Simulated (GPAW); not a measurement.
# AlN (F-43m) in GPAW: notebook, part 3 of 4

GPAW 26.7.0.

**4. Hybrid scf, PBE-EpsX**

File run.py:

```python
import spglib
from ase import Atoms
from ase.dft.bandgap import bandgap
from ase.io import read, write
from gpaw import GPAW, PW

atoms = read('AlN.cif')
cell, positions, numbers = spglib.find_primitive(
    (atoms.cell[:], atoms.get_scaled_positions(), atoms.numbers), symprec=1e-4)
atoms = Atoms(numbers, cell=cell, scaled_positions=positions, pbc=True)

calc = GPAW(mode=PW(350),
            xc={'name': '0.770_GGA_X_PBE+1.0_GGA_C_PBE', 'fraction': 0.23, 'omega': 0.0, 'backend': 'pw'},
            kpts={'size': (3, 3, 3), 'gamma': True},
            occupations={'name': 'fermi-dirac', 'width': 0.05},
            nbands=11,
            convergence={'density': 0.0001},
            maxiter=75,
            txt='gpaw.txt')
atoms.calc = calc
energy = atoms.get_potential_energy()
calc.write('gs.gpw')
write('result.traj', atoms)
print(f'Energy: {energy:.6f} eV')
print('Fermi level:', round(calc.get_fermi_level(), 4), 'eV')
print(f'Gap: {bandgap(calc)[0]:.4f} eV, direct: {bandgap(calc, direct=True)[0]:.4f} eV')
```

File AlN.cif:

```cif
data_AlN
_cell_length_a 4.36798712
_cell_length_b 4.36798712
_cell_length_c 4.36798712
_cell_angle_alpha 90.00000000
_cell_angle_beta 90.00000000
_cell_angle_gamma 90.00000000
_space_group_name_H-M_alt 'F-43m'
_space_group_name_Hall 'F -4 2 3'
_space_group_IT_number 216
loop_
_space_group_symop_operation_xyz
'x,y,z'
'y,-x,-z'
'-x,-y,z'
'-y,x,-z'
'x,-y,-z'
'y,x,z'
'-x,y,-z'
'-y,-x,z'
'z,x,y'
'-z,y,-x'
'z,-x,-y'
'-z,-y,x'
'-z,x,-y'
'z,y,x'
'-z,-x,y'
'z,-y,-x'
'y,z,x'
'-x,-z,y'
'-y,z,-x'
'x,-z,-y'
'-y,-z,x'
'x,z,y'
'y,-z,-x'
'-x,z,-y'
'x,y+1/2,z+1/2'
'y,-x+1/2,-z+1/2'
'-x,-y+1/2,z+1/2'
'-y,x+1/2,-z+1/2'
'x,-y+1/2,-z+1/2'
'y,x+1/2,z+1/2'
'-x,y+1/2,-z+1/2'
'-y,-x+1/2,z+1/2'
'z,x+1/2,y+1/2'
'-z,y+1/2,-x+1/2'
'z,-x+1/2,-y+1/2'
'-z,-y+1/2,x+1/2'
'-z,x+1/2,-y+1/2'
'z,y+1/2,x+1/2'
'-z,-x+1/2,y+1/2'
'z,-y+1/2,-x+1/2'
'y,z+1/2,x+1/2'
'-x,-z+1/2,y+1/2'
'-y,z+1/2,-x+1/2'
'x,-z+1/2,-y+1/2'
'-y,-z+1/2,x+1/2'
'x,z+1/2,y+1/2'
'y,-z+1/2,-x+1/2'
'-x,z+1/2,-y+1/2'
'x+1/2,y,z+1/2'
'y+1/2,-x,-z+1/2'
'-x+1/2,-y,z+1/2'
'-y+1/2,x,-z+1/2'
'x+1/2,-y,-z+1/2'
'y+1/2,x,z+1/2'
'-x+1/2,y,-z+1/2'
'-y+1/2,-x,z+1/2'
'z+1/2,x,y+1/2'
'-z+1/2,y,-x+1/2'
'z+1/2,-x,-y+1/2'
'-z+1/2,-y,x+1/2'
'-z+1/2,x,-y+1/2'
'z+1/2,y,x+1/2'
'-z+1/2,-x,y+1/2'
'z+1/2,-y,-x+1/2'
'y+1/2,z,x+1/2'
'-x+1/2,-z,y+1/2'
'-y+1/2,z,-x+1/2'
'x+1/2,-z,-y+1/2'
'-y+1/2,-z,x+1/2'
'x+1/2,z,y+1/2'
'y+1/2,-z,-x+1/2'
'-x+1/2,z,-y+1/2'
'x+1/2,y+1/2,z'
'y+1/2,-x+1/2,-z'
'-x+1/2,-y+1/2,z'
'-y+1/2,x+1/2,-z'
'x+1/2,-y+1/2,-z'
'y+1/2,x+1/2,z'
'-x+1/2,y+1/2,-z'
'-y+1/2,-x+1/2,z'
'z+1/2,x+1/2,y'
'-z+1/2,y+1/2,-x'
'z+1/2,-x+1/2,-y'
'-z+1/2,-y+1/2,x'
'-z+1/2,x+1/2,-y'
'z+1/2,y+1/2,x'
'-z+1/2,-x+1/2,y'
'z+1/2,-y+1/2,-x'
'y+1/2,z+1/2,x'
'-x+1/2,-z+1/2,y'
'-y+1/2,z+1/2,-x'
'x+1/2,-z+1/2,-y'
'-y+1/2,-z+1/2,x'
'x+1/2,z+1/2,y'
'y+1/2,-z+1/2,-x'
'-x+1/2,z+1/2,-y'
loop_
_atom_site_label
_atom_site_type_symbol
_atom_site_symmetry_multiplicity
_atom_site_Wyckoff_symbol
_atom_site_fract_x
_atom_site_fract_y
_atom_site_fract_z
_atom_site_occupancy
Al1 Al 4 a 0.0000000000 0.0000000000 0.0000000000 1
N1 N 4 d 0.2500000000 0.2500000000 0.7500000000 1
```

Potentials or basis: GPAW PAW data sets (gpaw-data 1.2.1), pw.

Command:

```sh
> OMP_NUM_THREADS=1 python run.py
```

gpaw.txt:

```text
__  _  _
 | _ |_)|_||  |
 |__||  | ||/\| - 26.7.0

Input parameters:
  mode=PW(ecut=350.0),
  convergence={'density': 0.0001},
  kpts=MonkhorstPack(size=(3, 3, 3), gamma=True),
  maxiter=75,
  nbands=11,
  occupations=Occupations(name='fermi-dirac', width=0.05),
  xc=XC(name='0.770_GGA_X_PBE+1.0_GGA_C_PBE', fraction=0.23, omega=0.0, backend='pw')

Diagonalizing LCAO Hamiltonian
Converting LCAO to pw mode

                 N

       Al

Atoms  # Å, Bohr magnetons
|   | symbol |        x |        y |        z |    initial magnetic moments |
|---|--------|----------|----------|----------|-----------------------------|
| 0 |     Al | 0.000000 | 0.000000 | 0.000000 | ( 0.0000,  0.0000,  0.0000) |
| 1 |      N | 3.275990 | 3.275990 | 3.275990 | ( 0.0000,  0.0000,  0.0000) |

Unit cell  # Å
| periodic |        x |        y |        z |  lengths |    angles |
|----------|----------|----------|----------|----------|-----------|
|      yes | 0.000000 | 2.183994 | 2.183994 | 3.088633 | 60.000000 |
|      yes | 2.183994 | 0.000000 | 2.183994 | 3.088633 | 60.000000 |
|      yes | 2.183994 | 2.183994 | 0.000000 | 3.088633 | 60.000000 |

Number of symmetries: 24
Symmetry operations  # r_c * U_cc + t_c -> r_c
|    | kind |            matrix            |
|----|------|------------------------------|
|  0 |  E   |  1, 0, 0,  0, 1, 0,  0, 0, 1 |
|  1 |  σ   |  1, 0, 0,  0, 0, 1,  0, 1, 0 |
|  2 |  σ   |  1, 0,-1,  0, 1,-1,  0, 0,-1 |
|  3 |  C3  |  1, 0,-1,  0, 0,-1,  0, 1,-1 |
|  4 |  C3  |  1,-1, 0,  0,-1, 1,  0,-1, 0 |
|  5 |  σ   |  1,-1, 0,  0,-1, 0,  0,-1, 1 |
|  6 |  σ   |  0, 1, 0,  1, 0, 0,  0, 0, 1 |
|  7 |  C3  |  0, 1, 0,  0, 0, 1,  1, 0, 0 |
|  8 |  C2  |  0, 1,-1,  1, 0,-1,  0, 0,-1 |
|  9 |  S4  |  0, 1,-1,  0, 0,-1,  1, 0,-1 |
| 10 |  C3  |  0, 0, 1,  1, 0, 0,  0, 1, 0 |
| 11 |  σ   |  0, 0, 1,  0, 1, 0,  1, 0, 0 |
| 12 |  S4  |  0, 0,-1,  1, 0,-1,  0, 1,-1 |
| 13 |  C3  |  0, 0,-1,  0, 1,-1,  1, 0,-1 |
| 14 |  S4  |  0,-1, 1,  1,-1, 0,  0,-1, 0 |
| 15 |  C2  |  0,-1, 1,  0,-1, 0,  1,-1, 0 |
| 16 |  C3  |  0,-1, 0,  1,-1, 0,  0,-1, 1 |
| 17 |  S4  |  0,-1, 0,  0,-1, 1,  1,-1, 0 |
| 18 |  S4  | -1, 1, 0, -1, 0, 1, -1, 0, 0 |
| 19 |  C3  | -1, 1, 0, -1, 0, 0, -1, 0, 1 |
| 20 |  C3  | -1, 0, 1, -1, 1, 0, -1, 0, 0 |
| 21 |  S4  | -1, 0, 1, -1, 0, 0, -1, 1, 0 |
| 22 |  σ   | -1, 0, 0, -1, 1, 0, -1, 0, 1 |
| 23 |  C2  | -1, 0, 0, -1, 0, 1, -1, 1, 0 |

BZ-sampling:
  Number of BZ points: 27
  Number of IBZ points: 4

  Monkhorst-Pack size: [3, 3, 3]
  Monkhorst-Pack shift: [0, 0, 0]

K-points  # in reciprocal-cell coordinates
|   |                                coordinates |     weight |
|---|--------------------------------------------|------------|
| 0 | (  0.00000000,   0.00000000,   0.00000000) | 0.03703704 |
| 1 | (  0.33333333,   0.33333333,  -0.33333333) | 0.44444444 |
| 2 | (  0.33333333,   0.33333333,   0.00000000) | 0.22222222 |
| 3 | (  0.33333333,   0.33333333,   0.33333333) | 0.29629630 |

Plane wave coefficients: 331
Cutoff: 350.0 eV

Spin-components: 1 (collinear spins)
Bands:           11
Projectors:      10
Spin-degeneracy: 2
Datatype:        complex128

Density:
  Valence electrons: 8.0
  Components: 1
  Grid points: [14 14 14]
  Charge: 0.0  # |e|

Potential:
  Grid points: [14 14 14]

species:
  Al:
    name:    Aluminium
    Z:       13.0
    valence: 3
    core:    10
    charge:  0.0  # [|e|]
    compensation charges:
      type: gauss
      rc: 0.34  # [Å]
      lmax: 2
    cutoffs:
      filter: 1.91  # [Å]
      core: 2.36  # [Å]
    projectors
    | kind |    occ | energy [eV] | rcut [Å] |
    |------|--------|-------------|----------|
    |   3s |  2.000 |      -7.753 |    1.085 |
    |   3p |  1.000 |      -2.712 |    1.085 |
    |    s |        |      19.459 |    1.085 |
    |    p |        |      24.499 |    1.085 |
    |    d |        |       0.000 |    1.085 |

    Using partial waves for Al as LCAO basis

  N:
    name:    Nitrogen
    Z:       7.0
    valence: 5
    core:    2
    charge:  0.0  # [|e|]
    compensation charges:
      type: gauss
      rc: 0.18  # [Å]
      lmax: 2
    cutoffs:
      filter: 1.11  # [Å]
      core: 0.96  # [Å]
    projectors
    | kind |    occ | energy [eV] | rcut [Å] |
    |------|--------|-------------|----------|
    |   2s |  2.000 |     -18.583 |    0.603 |
    |   2p |  3.000 |      -7.089 |    0.529 |
    |    s |        |       8.629 |    0.603 |
    |    p |        |      20.123 |    0.529 |
    |    d |        |       0.000 |    0.577 |

    Using partial waves for N as LCAO basis

Reference energy: -8085.144769  # eV

eigensolver:
  PPCG
  Converge bands: occupied
  niter=2

density mixing:
  MSR1-Mixer
  Pratt-step length: 0.05
  Maximum mixing coefficient: 0.75
  Old densities: 10
  SVD Regularization: 0.005
  Good broyden scale: 1.0
  Trust region scale: 1.0
  Backstep threshold: 4.0
  History deletion threshold: 6.0
  Fourier metric: weight=20.0, sigma=0.015

occupation numbers:
  Fermi-Dirac:
    width: 0.0500  # eV

poisson solver:
  ecut: 2800.0  # eV

xc functional:
  name: 0.770_GGA_X_PBE+1.0_GGA_C_PBE with 2 nearest neighbor stencil

convergence criteria:
- Maximum integral of absolute [dens]ity change: 0.0001 electrons / valence electron
- Maximum [total energy] change in last 3 cyles: 0.0005 eV / valence electron
- Maximum integral of absolute [eigenst]ate change: 4e-08 eV^2 / valence electron
maximum number of iterations: 75

IBZ(<points: 4, symmetries: 24>)
Occupied bands: 4
SCF iterations
|iter     | |      energy | eigst |  dens |
|---------|-|-------------|-------|-------|
|iter:   1| | -170.637389 | -0.38 |       |
|iter:   2| |  -13.077590 | -0.90 | -0.49 |
|iter:   3| |  -12.377155 | -1.42 | -0.61 |
|iter:   4| |  -12.006695 | -1.41 | -0.79 |
|iter:   5| |  -12.095585 | -1.63 | -1.15 |
|iter:   6| |  -12.073427 | -3.46 | -1.42 |
|iter:   7| |  -12.035173 | -2.25 | -1.52 |
|iter:   8| |  -12.040019 | -4.16 | -2.16 |
|iter:   9| |  -12.039749 | -3.94 | -2.42 |
|iter:  10| |  -12.039637c| -5.67 | -2.66 |
|iter:  11| |  -12.039588c| -5.09 | -2.93 |
|iter:  12| |  -12.039597c| -6.50 | -4.28c|
|iter:  13| |  -12.039596c| -7.09 | -3.81 |
|iter:  14| |  -12.039596c| -8.15c| -5.04c|

Converged in 14 steps
Energy contributions relative to reference atoms: (reference = -8085.144769)

Energy contributions:
  Kinetic:           1.767475
  Coulomb:           3.188850
  Zero:             -0.016459
  External:          0.000000
  Xc:              139.230649
  Entropy:          -0.000000
  Spinorbit:         0.000000
  Hybrid_Xc_Cc:      -134.397890
  Hybrid_Xc_Vc:        -2.330851
  Hybrid_Xc_Vv:       -19.481370
  ----------------------------
  Free energy:     -12.039596
  Extrapolated:    -12.039596

dipole moment: (-6.220447, -6.220447, -6.220447)  # |e|*Ang

Fermi level: 6.405
Eigenvalues  # (at kpt = [0.000, 0.000, 0.000])
| band index |      eig [eV] | occ [0-2] |
|------------|---------------|-----------|
|          0 |       -11.927 |     2.000 |
|          1 |         4.946 |     2.000 |
|          2 |         4.946 |     2.000 |
|          3 |         4.946 |     2.000 |
|          4 |        10.705 |     0.000 |
|          5 |        19.657 |     0.000 |
|          6 |        19.658 |     0.000 |
|          7 |        19.658 |     0.000 |
|          8 |        24.872 |     0.000 |
|          9 |        24.872 |     0.000 |
|         10 |        26.475 |     0.000 |

Gap: 5.759 eV
Transition (v -> c):
  (s=0, k=0, n=3, [0.00, 0.00, 0.00]) -> (s=0, k=0, n=4, [0.00, 0.00, 0.00])
No difference between direct/indirect transitions
# Writing to gs.gpw (mode='')
```

Run time: 43 s. Hardware: 1 thread of Arm Neoverse V2, shared host; peak memory 0.13 GiB.

These settings aren't checked as converged: the numbers below hold their error.

What came out:

| Property | Result |
| --- | --- |
| Free energy | -12.0396 eV |
| Band gap on the k mesh | 5.76 eV, direct |

Caveat: the k mesh is coarse (spacing up to 0.83 Å⁻¹), so the values aren't converged, least of all with exact exchange.

[end of part 3 of 4]
